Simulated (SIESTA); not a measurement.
# WS2 (Tungstenite) under changes of volume

One of the cells (18.245 Å³/atom); the others are scaled copies at fixed shape and fractional positions:

```
W S
1.0
     3.18000    0.00000    0.00000
    -1.59000    2.75396    0.00000
     0.00000    0.00000   12.50000
W S
2 4
Direct
  0.66667 0.33333 0.75000
  0.33333 0.66667 0.25000
  0.66667 0.33333 0.37500
  0.33333 0.66667 0.87500
  0.66667 0.33333 0.12500
  0.33333 0.66667 0.62500
```

* Program: SIESTA 5.4.2
* Functional: LDA
* Potentials or basis: PseudoDojo 0.4 standard (LDA files)
* Basis: DZP (energy shift 0.003 Ry; two zetas on semicore shells)
* Grid cutoff: 800 Ry
* Energy shift: 0.003 Ry
* k mesh: 8 × 8 × 2
* Occupations: fermi-dirac, width 0.05 eV
* Spin: no spin polarisation

| volume (Å³/atom) | energy over the lowest point (meV/atom) | pressure (GPa) | gap on the mesh (eV) | largest force (eV/Å) |
| --- | --- | --- | --- | --- |
| 17.150 | 18.84 | 8.3 | 1.14 | 1.292 |
| 17.515 | 4.88 | 4.1 | 1.16 | 0.847 |
| 17.880 | 0.00 | 0.3 | 1.17 | 0.436 |
| 18.245 | 3.25 | -3.1 | 1.18 | 0.054 |
| 18.610 | ? | ? | ? | ? |
| 18.975 | 30.90 | -8.8 | 1.19 | 0.625 |
| 19.340 | 53.79 | -11.2 | 1.20 | 0.926 |

Q: What does the run at 18.610 Å³/atom give?

A: Energy over the lowest point 13.80 meV/atom; pressure -6.1 GPa; gap on the mesh 1.19 eV; largest force 0.298 eV/Å.

Worked out: A Birch-Murnaghan fit of order 3 (a polynomial in V^(-2/3)) to the other rows has its minimum at 17.91 Å³/atom with B0 = V·E''(V) = 174 GPa and B' = 4.5 at fixed shape and positions, which overstates the stiffness. It gives 13.82 meV/atom at 18.610 Å³/atom, against the run's 13.80, and -dE/dV = -6.1 GPa, against -6.1. A straight line through the other rows of the gap, of slope 0.455 eV per unit of ln V, gives 1.18 eV, against the run's 1.19.

Energies are extrapolated to zero smearing.

Caveats: short orbitals over semicore shells can move pressures by several GPa; spin-orbit coupling is left out, which moves the levels of the heavy elements; the basis of atomic orbitals isn't converged, which shifts pressures, moduli and gaps; forces of over 1 eV/Å show positions far from the minimum, so gaps and moduli don't describe the material at rest (some runs).

A mesh can miss the band edges.
